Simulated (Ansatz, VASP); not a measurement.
**Two plane-wave programs on Ag**

```
Ag
1.0
     2.75217    0.00000    0.00000
     0.00000    2.75217    0.00000
     0.00000    0.00000    2.75217
Ag
1
Cartesian
  0.0000 0.0000 0.0000
```

Alike in both runs: functional PBE; k mesh 12 × 12 × 12; occupations fermi-dirac, width 0.1 eV; no spin polarisation.

Ansatz relaxed the structure, and its values are those at the end. VASP's run is a single point on that final structure, the one shown.

|  | VASP | Ansatz |
| --- | --- | --- |
| version | VASP 6.6.1 | Ansatz 0.2.0 |
| potentials or method | VASP PAW PBE potentials, release 64 (Ag) | plane waves (420 eV) with PAW, scalar-relativistic |
| plane-wave cutoff (eV) | 520 | 420 |
| valence electrons in the cell | 11 | 19 |

|  | VASP | Ansatz | Ansatz less VASP |
| --- | --- | --- | --- |
| pressure (GPa) | -0.1 | 0.0 | +0.09 |

The two sets of potentials don't hold the same shells in valence.
